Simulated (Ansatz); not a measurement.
Ansatz input

```yaml
crystal:
  lattice:
    - [-4.0146471961, 3.9842416709, 1.6428820006]
    - [3.9842416709, -4.0146471961, 1.6428820006]
    - [2.2134537028, 2.2134537028, -1.6985697758]
  atoms:
    - { symbol: In, position: [0.9990946252, 0.0009053748, 1.0] }
    - { symbol: In, position: [0.7509053748, 0.2490946252, 0.5] }
hamiltonian:
  xc: rpbe
  pseudopotentials:
    kind: paw
    azcp:
      In: "pseudopotentials/In.paw.azcp"
basis:
  ecutwfc: 420
  fft_grid_basis: typed
kpoints:
  mp_grid: { grid: [18, 18, 17], shift: [0, 0, 0] }
magnetization:
  spin_polarized: false
scf:
  occupations: { method: fermi_dirac, width: 0.1 }
output:
  write_density: true
  write_potential: true
  elf: true
  volumetric_format: npy
```

Output

```
Engine: ansatz 0.2.0, aarch64-unknown-linux-gnu
Pseudopotentials: kind: paw
Pseudopotential: In, paw, valence charge 13, recommended cutoff 420 eV (normal) 
Functional definition: RPBE
  parameter kappa = 0.804
  parameter beta = 0.06672455060314922
  exchange = rpbe_x(kappa = kappa, mu = beta*pi^2/3)
  correlation = pbe_c(beta = beta)
Crystal: 2 atoms, lattice volume = 57.762 Å³
Basis set: ecut = 420 eV, 1125 PW (Γ)
Bands: 17, of which v1, the nominal top of the filled ones, is band 13 counted from 1 (12 counted from 0)
Symmetry: 4 space group operations
Space group: C2/c (ITA 15), of the structure as read, at distance tolerance 3.9e-5 Å
k-points: 1459 of 5508
Non-local potential: In, projectors of the file, l = 0: 2, l = 1: 2, l = 2: 2, l = 3: 2
PAW form: soft (Blöchl's): semilocal exchange-correlation on the pseudo side does not see the compensation charge
PAW frozen core: In, regenerated for the run's functional, and the local potential with it (the file was generated under x = pbe(κ = 0.804, μ = 0.2195149727645171), c = pbe(β = 0.06672455060314922))
PAW one-centre angular grid: In, 590 points (default); XC on 64 Gauss nodes
Initial density: superposition of atomic densities (neutral atoms: chi_scale 0, normalization atom), corrected by the library's trained network
Initial wavefunctions: pseudopotential atomic-orbital guess
Functional: x = rpbe, c = pbe(β = 0.06672455060314922)
SCF iter   1: F=—  HF=-11212.542981 eV  |F-HF|=—  |Δ(HF+E_count)|=         —  Δρ=3.62e-3  dr2=3.92e-3  ethr=1.77e-3  ⟨swp⟩=5.5  Hψ=120309  notcnv=0
SCF iter   2: F=—  HF=-11212.541045 eV  |F-HF|=—  |Δ(HF+E_count)|=   1.94e-3  Δρ=1.27e-3  dr2=4.97e-4  ethr=1.51e-5  ⟨swp⟩=2.0  Hψ=51102  notcnv=0
SCF iter   3: F=—  HF=-11212.541111 eV  |F-HF|=—  |Δ(HF+E_count)|=   6.62e-5  Δρ=4.96e-4  dr2=8.67e-5  ethr=1.91e-6  ⟨swp⟩=1.4  Hψ=26793  notcnv=0
SCF iter   4: F=—  HF=-11212.541145 eV  |F-HF|=—  |Δ(HF+E_count)|=   3.37e-5  Δρ=9.30e-5  dr2=6.37e-6  ethr=3.33e-7  ⟨swp⟩=3.0  Hψ=44122  notcnv=0
iter 5 did not close the SCF: its close was put off for the readings that it lacked (scf_convergence_deferred on its scf_iter line)
SCF iter   5: F=-11212.541146 eV  HF=-11212.541146 eV  |F-HF|=3.99e-8  |Δ(HF+E_count)|=   1.14e-6  Δρ=1.01e-5  dr2=8.90e-8  ethr=2.45e-8  ⟨swp⟩=2.1  Hψ=43672  notcnv=0
SCF iter   6: F=-11212.541146 eV  HF=-11212.541146 eV  |F-HF|=1.88e-9  |Δ(HF+E_count)|=   5.94e-8  Δρ=3.13e-6  dr2=5.54e-9  ethr=3.42e-10  ⟨swp⟩=1.1  Hψ=75101  notcnv=0
SCF 1 converged in 6 iterations: F = -11212.541146 eV  dr2 = 5.54e-9
SCF converged after 6 iterations
Free energy (F): -11212.541146 eV
Harris-Foulkes:  -11212.541146 eV  (|F-HF|=1.88e-9)
Internal energy: -11212.507081 eV  (E = F + TS)
E sigma→0 (E₀):  -11212.524114 eV
Entropy (-TS):   -0.034066 eV (-17.033 meV/atom)
Fermi energy:    9.041297 eV
--- Per-component energies (eV) ---
  E_band       = -76.760043
  E_kinetic    = 480.493207
  E_local      = -2274.633375  (includes V_loc(G=0)·N_el)
  E_nonlocal   = 731.502700
  E_hartree    = 890.609998
  E_xc         = -431.869293
  E_vxc        = -197.552680  (∫ρ·V_xc dr)
  E_paw        = -8320.636522  (= ΣΔE_a)
  E_vpaw       = -597.789372  (= ΣTr[D̂ρ^β])
  E_aug_tail   = 0.000052  (compensation charges beyond the density's cutoff)
  E_ewald      = -2288.108560
  E_core_change = 0.134712  (= ΣΔE_core)
  E_smearing   = -0.034066  (= −TS)
  E_closure    = 0.000000  (closes the sum)
  Σ components = -11212.541146   (vs F -11212.541146, Δ=0.00e0)
--- Band table (eV; the first three rows and the last of 1459) ---
  k-point 0: bands = ["-5.6477", "-5.6153", "-5.5768", "-5.5322", "-5.5170", "-5.4659", "-5.4645", "-5.3794", "-5.3710", "-5.2963", "0.1775", "4.7339", "6.0612", "15.5374", "18.5657", "18.5790", "18.6411"]
  k-point 1: bands = ["-5.6489", "-5.6128", "-5.5761", "-5.5342", "-5.5125", "-5.4607", "-5.4603", "-5.3787", "-5.3708", "-5.3030", "0.2349", "4.7819", "6.1278", "14.7700", "18.1836", "18.3078", "18.6752"]
  k-point 2: bands = ["-5.6529", "-5.6125", "-5.5676", "-5.5398", "-5.4997", "-5.4479", "-5.4459", "-5.3767", "-5.3700", "-5.3218", "0.4076", "4.9258", "6.3262", "13.3310", "17.3523", "17.4980", "17.8524"]
  k-point 1458: bands = ["-5.6989", "-5.6980", "-5.6171", "-5.6171", "-5.3956", "-5.3941", "-5.3175", "-5.3134", "-5.2855", "-5.2821", "4.9922", "5.0399", "6.4715", "6.5176", "14.5398", "14.5530", "15.1981"]
```

Command:

```sh
ansatz run input.yaml --threads 2 --pin off --max-ram 5120MiB --backend cpu --events-out ev --progress --plain --runs-dir out
```

On 2 threads of Arm Neoverse V1 (shared host) this took about 40 s of wall time and 79 s of CPU time.
